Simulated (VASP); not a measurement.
# TiTe2 in VASP: a series of runs

The runs below take TiTe2 through single point, with PBE.

All numbers are computed with VASP 6.6.1; they aren't measurements. Logs are shortened: lines on timing, memory, paths and dates and some standing lists are left out, and cuts for length are marked.

### 1 The structure

The cell holds a slab with vacuum, 6 atoms: a = 3.777 Å, b = 3.777 Å, c = 24.913 Å, α = 90.00°, β = 90.00°, γ = 120.00°.

### 2 Single point, PBE

The input, INCAR:

```
PREC = Accurate
ENCUT = 460
EDIFF = 1E-7
ISMEAR = 0
SIGMA = 0.05
LREAL = False
LASPH = True
NELM = 120
ALGO = Normal
ISIF = 2
LWAVE = False
LCHARG = False
LDIPOL = True
IDIPOL = 3
DIPOL = 0.5 0.5 0.500
GGA = PE
NBANDS = 38
LVHAR = True
LVACPOTAV = True
```

The input, KPOINTS:

```
regular mesh
0
Gamma
  7 7 1
```

The input, POSCAR:

```
TiTe2
1.0
    3.7770008876      0.0000000000      0.0000000000
   -1.8885004438      3.2709787188      0.0000000000
    0.0000000000      0.0000000000     24.9133488000
Te Ti
4 2
Direct
    0.3333333333      0.6666666666      0.3010434310
    0.6666666667      0.3333333334      0.4381325404
    0.3333333333      0.6666666666      0.5618674596
    0.6666666667      0.3333333334      0.6989565690
    0.0000000000      0.0000000000      0.3695879857
    0.0000000000      0.0000000000      0.6304120143
```

Potentials or basis: VASP PAW PBE potentials, release 64 (Te, Ti_sv).

Launch:

```console
> cat potpaw_PBE.64/Te/POTCAR potpaw_PBE.64/Ti_sv/POTCAR > POTCAR
> mpirun -np 1 vasp_std > vasp.out
```

OUTCAR:

```text
PREC = Accurate
   ENCUT = 460
   EDIFF = 1E-7
   ISMEAR = 0
   LREAL = False
   LASPH = True
   NELM = 120
   ISIF = 2
   GGA = PE

 Found      8 irreducible k-points:

 Following reciprocal coordinates:
            Coordinates               Weight
  0.000000  0.000000  0.000000      1.000000
  0.142857  0.000000  0.000000      6.000000
  0.285714  0.000000  0.000000      6.000000
  0.428571  0.000000  0.000000      6.000000
  0.142857  0.142857  0.000000      6.000000
  0.285714  0.142857  0.000000     12.000000
   k-points           NKPTS =      8   k-points in BZ     NKDIM =      8   number of bands    NBANDS=     38
   number of dos      NEDOS =    301   number of ions     NIONS =      6
   total plane-waves  NPLWV = 141120
   dimension x,y,z NGX =    28 NGY =   28 NGZ =  180
   dimension x,y,z NGXF=    56 NGYF=   56 NGZF=  360
   ions per type =               4   2
   NGX,Y,Z   is equivalent  to a cutoff of  12.32, 12.32, 12.01 a.u.
   NGXF,Y,Z  is equivalent  to a cutoff of  24.65, 24.65, 24.02 a.u.
 SYSTEM =  unknown system
   PREC   = accura    normal or accurate (medium, high low for compatibility)
   ISTART =      0    job   : 0-new  1-cont  2-samecut
   ICHARG =      2    charge: 1-file 2-atom 10-const
   ISPIN  =      1    spin polarized calculation?
   LNONCOLLINEAR =      F non collinear calculations
   LSORBIT =      F    spin-orbit coupling
   LASPH  =      T    aspherical Exc in radial PAW
   ENCUT  =  460.0 eV  33.81 Ry    5.81 a.u.   6.61  6.61 43.57*2*pi/ulx,y,z
   NELM   =    120;   NELMIN=  2; NELMDL= -5     # of ELM steps
   EDIFF  = 0.1E-06   stopping-criterion for ELM
   LREAL  =      F    real-space projection
   EDIFFG = 0.1E-05   stopping-criterion for IOM
   NSW    =      0    number of steps for IOM
   IBRION =     -1    ionic relax: 0-MD 1-quasi-New 2-CG
   NFREE  =      0    steps in history (QN), initial steepest desc. (CG)
   ISIF   =      2    stress and relaxation
   ISYM   =      2    0-nonsym 1-usesym 2-fastsym
   POTIM  = 0.5000    time-step for ionic-motion
   TEBEG  =    0.0;   TEEND  =   0.0 temperature during run
   PSTRESS=    0.0 pullay stress
   NELECT =      48.0000    total number of electrons
   NUPDOWN=      -1.0000    fix difference up-down
   EMIN   =  10.00;   EMAX   =-10.00  energy-range for DOS
   EFERMI =   0.00;   METHOD = LEGACY
   ISMEAR =     0;   SIGMA  =   0.05  broadening in eV -4-tet -1-fermi 0-gaus
   EFERMI_NEDOS =   21; number of points for ismear=-14 and -15
   IALGO  =     38    algorithm
   IMIX   =      4    mixing-type and parameters
     AMIX     =   0.40;   BMIX     =  1.00
     AMIX_MAG =   1.60;   BMIX_MAG =  1.00
  volume/ion in A,a.u.               =      51.30       346.18
  Fermi-wavevector in a.u.,A,eV,Ry     =   0.881190  1.665208 10.564869  0.776496
  Thomas-Fermi vector in A             =   2.001653
   LORBIT       =      0    0 simple, 1 ext, 2 COOP (PROOUT), +10 PAW based schemes
   GGA     = PE    functional components
   LHFCALC =     F    Hartree Fock is set to
   AEXX    =    0.0000 exact exchange contribution
   IVDW    =     0    specifies the selected vdW correction
   LEPSILON=     F    determine dielectric tensor
   LRPA    =     F    only Hartree local field effects (RPA)
 non-spin polarized calculation
 Gauss-broadening in eV      SIGMA  =   0.05
  energy-cutoff  :      460.00
  volume of cell :      307.79
 maximum number of plane-waves:      6975
 NGX is ok and might be reduce to    28
   NGX = 13   NGY = 13   NGZ = 87

 number of electron      48.0000000 magnetization

 dipolmoment           0.000000      0.000000      0.000000 electrons x Angstroem

 Free energy of the ion-electron system (eV)
  ---------------------------------------------------
  ext. energy  EPLUGINS =         0.00000000
  ---------------------------------------------------
  free energy    TOTEN  =       -32.36051442 eV

  energy without entropy =      -32.35641171  energy(sigma->0) =      -32.35846307

 E-fermi :   1.0935     XC(G=0):  -5.6109

 val. band max:        1.0714219463   @ k =   0.1429   0.0000   0.0000
 cond. band min:       1.1896063343   @ k =   0.4286   0.0000   0.0000
 fundamental gap:      0.1181843880
 Fermi energy:         1.0934555505

 k-point     1 :       0.0000    0.0000    0.0000
  band No.  band energies     occupation
      1     -56.3369      2.00000
      2     -56.3369      2.00000
      3     -32.5853      2.00000
      4     -32.5853      2.00000
      5     -32.5853      2.00000
      6     -32.5853      2.00000
      7     -32.5626      2.00000
      8     -32.5626      2.00000
      9     -11.0634      2.00000
     10     -10.7495      2.00000
     11     -10.1277      2.00000
     12      -9.8023      2.00000
     13      -3.5981      2.00000
     14      -2.6147      2.00000
     15      -0.6941      2.00000
     16      -0.4497      2.00000
     17      -0.4497      2.00000
     18      -0.4125      2.00000
     19      -0.4125      2.00000
     20       0.7190      2.00000
     21       1.5574      0.00000
     22       1.5574      0.00000
     23       1.5630      0.00000
     24       1.5630      0.00000
     25       1.6480      0.00000
     26       2.1014      0.00000
     27       2.1014      0.00000
     28       2.1337      0.00000
     29       2.2664      0.00000
     30       2.2664      0.00000
     31       4.4163      0.00000
     32       4.4163      0.00000
     33       4.6234      0.00000
     34       4.6234      0.00000
     35       5.4856      0.00000
     36       5.6743      0.00000

 k-point     2 :       0.1429    0.0000    0.0000
  band No.  band energies     occupation
      1     -56.3363      2.00000
      2     -56.3363      2.00000
      3     -32.5931      2.00000
      4     -32.5931      2.00000
      5     -32.5871      2.00000
      6     -32.5871      2.00000
      7     -32.5608      2.00000
      8     -32.5608      2.00000
      9     -10.8452      2.00000
     10     -10.5346      2.00000
     11      -9.9774      2.00000
     12      -9.6782      2.00000
     13      -3.3529      2.00000
     14      -2.4125      2.00000
     15      -1.3704      2.00000
     16      -1.0058      2.00000
     17      -0.4400      2.00000
     18      -0.3759      2.00000
     19      -0.0049      2.00000
     20       0.1674      2.00000
     21       0.3606      2.00000
     22       0.8771      2.00000
     23       0.9756      1.99914
     24       1.0714      1.46685
     25       1.5350      0.00000
     26       1.6659      0.00000
     27       2.3024      0.00000
     28       2.4432      0.00000
     29       2.5761      0.00000
     30       2.6873      0.00000
     31       3.6305      0.00000
     32       3.7526      0.00000
     33       4.1454      0.00000
     34       4.4112      0.00000
     35       5.8196      0.00000
     36       5.9731      0.00000

 k-point     3 :       0.2857    0.0000    0.0000
  band No.  band energies     occupation
      1     -56.3350      2.00000
      2     -56.3350      2.00000
      3     -32.6106      2.00000
      4     -32.6106      2.00000
      5     -32.5911      2.00000
      6     -32.5911      2.00000
      7     -32.5568      2.00000
      8     -32.5568      2.00000
      9     -10.2595      2.00000
     10      -9.9684      2.00000
     11      -9.5940      2.00000
     12      -9.3803      2.00000
     13      -2.8240      2.00000
     14      -2.3958      2.00000
     15      -2.1498      2.00000
     16      -1.9150      2.00000
     17      -1.6620      2.00000
     18      -1.3016      2.00000
     19      -0.5257      2.00000
     20      -0.4054      2.00000
     21      -0.2124      2.00000
     22       0.4323      2.00000
     23       0.4497      2.00000
     24       0.6120      2.00000
     25       1.2337      0.00007
     26       1.3639      0.00000
     27       2.4186      0.00000
     28       2.4412      0.00000
     29       2.5467      0.00000
     30       2.6936      0.00000
     31       3.3935      0.00000
     32       3.9834      0.00000
     33       3.9843      0.00000
     34       4.3020      0.00000
     35       6.2370      0.00000
     36       6.3961      0.00000

 k-point     4 :       0.4286    0.0000    0.0000
  band No.  band energies     occupation
      1     -56.3340      2.00000
      2     -56.3340      2.00000
      3     -32.6245      2.00000
      4     -32.6245      2.00000
      5     -32.5943      2.00000
      6     -32.5943      2.00000
      7     -32.5535      2.00000
      8     -32.5535      2.00000
      9      -9.5947      2.00000
     10      -9.3631      2.00000
     11      -9.2292      2.00000
     12      -9.1641      2.00000
     13      -3.5499      2.00000
     14      -3.4765      2.00000
     15      -2.9079      2.00000
     16      -2.5215      2.00000
     17      -1.5888      2.00000
     18      -1.0546      2.00000
     19      -0.7837      2.00000
     20      -0.7182      2.00000
     21      -0.5657      2.00000
     22      -0.0889      2.00000
     23       0.2920      2.00000
     24       0.5240      2.00000
     25       1.0412      1.86073
     26       1.1896      0.00654
     27       2.3268      0.00000
     28       2.3449      0.00000
     29       2.5878      0.00000
     30       2.6763      0.00000
     31       3.8072      0.00000
     32       4.0001      0.00000
     33       4.3557      0.00000
     34       4.3644      0.00000
     35       5.5630      0.00000
     36       5.9091      0.00000

 k-point     5 :       0.1429    0.1429    0.0000
  band No.  band energies     occupation
      1     -56.3354      2.00000
      2     -56.3354      2.00000
      3     -32.6046      2.00000
      4     -32.6046      2.00000
      5     -32.5912      2.00000
      6     -32.5912      2.00000
      7     -32.5579      2.00000
      8     -32.5579      2.00000
      9     -10.4411      2.00000
     10     -10.1417      2.00000
     11      -9.7082      2.00000
     12      -9.4647      2.00000
     13      -2.9303      2.00000
     14      -2.1853      2.00000
     15      -1.9121      2.00000
     16      -1.5651      2.00000
     17      -1.1019      2.00000
     18      -1.0444      2.00000
     19      -0.5280      2.00000
     20      -0.3756      2.00000
     21      -0.0773      2.00000
     22       0.0183      2.00000
     23       0.2341      2.00000
     24       0.6854      2.00000
     25       1.6209      0.00000
     26       1.7299      0.00000
     27       2.3301      0.00000
     28       2.3972      0.00000
     29       2.4901      0.00000
     30       2.8172      0.00000
     31       3.5309      0.00000
     32       3.5367      0.00000
     33       3.6553      0.00000
     34       4.1139      0.00000
     35       6.3598      0.00000
     36       6.4286      0.00000

 k-point     6 :       0.2857    0.1429    0.0000
  band No.  band energies     occupation
      1     -56.3342      2.00000
      2     -56.3342      2.00000
      3     -32.6180      2.00000
      4     -32.6180      2.00000
      5     -32.5970      2.00000
      6     -32.5970      2.00000
      7     -32.5543      2.00000
      8     -32.5543      2.00000
      9      -9.7928      2.00000
     10      -9.5364      2.00000
     11      -9.3137      2.00000
     12      -9.1898      2.00000
     13      -2.9334      2.00000
     14      -2.8688      2.00000
     15      -2.5623      2.00000
     16      -2.2682      2.00000
     17      -1.8064      2.00000
     18      -1.1639      2.00000
     19      -0.9684      2.00000
     20      -0.9098      2.00000
     21      -0.5707      2.00000
     22      -0.4887      2.00000
     23      -0.2756      2.00000
     24      -0.0091      2.00000
     25       1.6528      0.00000
     26       1.7983      0.00000
     27       2.2536      0.00000
     28       2.4092      0.00000
     29       2.5477      0.00000
     30       2.6307      0.00000
     31       3.2742      0.00000
     32       3.5035      0.00000
     33       4.0532      0.00000
     34       4.2997      0.00000
     35       6.3411      0.00000
     36       6.6076      0.00000

 [... further k-points ...]

 [bands above 36 left out]

------------------------ aborting loop because EDIFF is reached ----------------------------------------

  FORCE on cell =-STRESS in cart. coord.  units (eV):
  Direction    XX          YY          ZZ          XY          YZ          ZX
  --------------------------------------------------------------------------------------
  -------------------------------------------------------------------------------------
  Total        0.5204763      0.5204763      1.4581627      0.0000000     -0.0000000      0.0000000
  in kB        2.7092846      2.7092846      7.5903123      0.0000000     -0.0000000      0.0000000
  external PRESSURE =       4.3362939 kB  Pullay stress =       0.0000000 kB

 VOLUME and BASIS-vectors are now :
 -----------------------------------------------------------------------------
  energy-cutoff  :      460.00
  volume of cell :      307.79
      direct lattice vectors                 reciprocal lattice vectors
     3.777000888  0.000000000  0.000000000     0.264760330  0.152859448  0.000000000
    -1.888500444  3.270978719  0.000000000     0.000000000  0.305718895  0.000000000
     0.000000000  0.000000000 24.913348800     0.000000000  0.000000000  0.040139124

 POSITION                                       TOTAL-FORCE (eV/Angst)
 -----------------------------------------------------------------------------------
     -0.00000      2.18065      7.50000        -0.000000      0.000000     -0.229772
      1.88850      1.09033     10.91535        -0.000000      0.000000     -0.015818
     -0.00000      2.18065     13.99800         0.000000     -0.000000      0.015818
      1.88850      1.09033     17.41335         0.000000     -0.000000      0.229772
      0.00000      0.00000      9.20767        -0.000000     -0.000000      0.124892
      0.00000      0.00000     15.70567         0.000000      0.000000     -0.124892
 -----------------------------------------------------------------------------------
    total drift:                               -0.000000     -0.000000     -0.000000

  FREE ENERGIE OF THE ION-ELECTRON SYSTEM (eV)
  ---------------------------------------------------
  free  energy   TOTEN  =       -32.3605144188 eV

  energy  without entropy=      -32.3564117144  energy(sigma->0) =      -32.35846307

 vacuum level on the upper side and lower side of the slab         6.098         6.098
```

Wall time 3.2 min (1 thread of Intel Xeon Platinum 8488C (Sapphire Rapids), shared host); peak memory 0.36 GiB.

These settings aren't checked as converged: the numbers below hold their error.

Results:

```
Free energy                     : -32.3605 eV
Largest force                   : 0.230 eV/Å
Band gap on the k mesh          : none (metal or under the smearing width)
Work function of the upper face : 5.00 eV
Work function of the lower face : 5.00 eV
```

### 3 Single point, PBE

This run uses another cell than the first one, of 45.12 Å³/atom, 0.880 times its volume.

INCAR is that of step 2.

The input, KPOINTS:

```
regular mesh
0
Gamma
  9 9 1
```

The input, POSCAR:

```
TiTe2
1.0
    3.7770008876      0.0000000000      0.0000000000
   -1.8885004438      3.2709787188      0.0000000000
    0.0000000000      0.0000000000     21.9133488000
Te Ti
4 2
Direct
    0.3333333333      0.6666666666      0.2738057088
    0.6666666667      0.3333333334      0.4296627086
    0.3333333333      0.6666666666      0.5703372914
    0.6666666667      0.3333333334      0.7261942912
    0.0000000000      0.0000000000      0.3517342087
    0.0000000000      0.0000000000      0.6482657913
```

Potentials or basis: VASP PAW PBE potentials, release 64 (Te, Ti_sv).

Launch:

```console
> cat potpaw_PBE.64/Te/POTCAR potpaw_PBE.64/Ti_sv/POTCAR > POTCAR
> mpirun -np 1 vasp_std > vasp.out
```

It took 3 min on 1 thread of Intel Xeon Platinum 8488C (Sapphire Rapids), shared host; peak memory 0.38 GiB.

These settings aren't checked as converged: the numbers below hold their error.

What came out:

| Item | Value |
| --- | --- |
| Free energy | -32.3708 eV |
| Largest force | 0.269 eV/Å |
| Band gap on the k mesh | none (metal or under the smearing width) |
| Work function of the upper face | 4.94 eV |
| Work function of the lower face | 4.94 eV |

### 4 Single point, PBE

This run uses another cell than the first one, of 57.48 Å³/atom, 1.120 times its volume.

The input, INCAR:

```
SYSTEM = TiTe2
ALGO     = Normal         ! electronic algorithm
DIPOL    = 0.5 0.5 0.500
EDIFF    = 1E-7           ! SCF threshold, eV
ENCUT    = 650            ! plane-wave cutoff, eV
GGA      = PE             ! functional
IDIPOL   = 3            
ISIF     = 2              ! what is computed and relaxed
ISMEAR   = 0              ! smearing method
LASPH    = .True.         ! aspherical terms in the spheres
LCHARG   = .False.        ! write CHGCAR
LDIPOL   = .True.       
LREAL    = .False.        ! projectors in reciprocal space
LVACPOTAV= .True.       
LVHAR    = .True.       
LWAVE    = .False.        ! write WAVECAR
NBANDS   = 38             ! bands
NELM     = 120            ! most SCF steps
PREC     = Accurate       ! precision mode
SIGMA    = 0.05           ! smearing width, eV
```

The input, KPOINTS:

```
k-points
0
Gamma
  11 11 1
  0 0 0
```

The input, POSCAR:

```
TiTe2
1.0
    3.7770008876      0.0000000000      0.0000000000
   -1.8885004438      3.2709787188      0.0000000000
    0.0000000000      0.0000000000     27.9133488000
Te Ti
4 2
Direct
    0.3333333333      0.6666666666      0.3224263797
    0.6666666667      0.3333333334      0.4447817741
    0.3333333333      0.6666666666      0.5552182259
    0.6666666667      0.3333333334      0.6775736203
    0.0000000000      0.0000000000      0.3836040769
    0.0000000000      0.0000000000      0.6163959231
```

Launch:

```console
> cat potpaw_PBE.64/Te/POTCAR potpaw_PBE.64/Ti_sv/POTCAR > POTCAR
> mpirun -np 1 vasp_std > vasp.out
```

It took 7.3 min on 1 thread of AMD EPYC 9R45 (Zen 5), shared host; peak memory 0.65 GiB.

These settings aren't checked as converged: the numbers below hold their error.

What came out:

```
Free energy                     : -32.3773 eV
Largest force                   : 0.266 eV/Å
Band gap on the k mesh          : none (metal or under the smearing width)
Work function of the upper face : 4.91 eV
Work function of the lower face : 4.91 eV
```

(Part 1 of 2 ends here.)
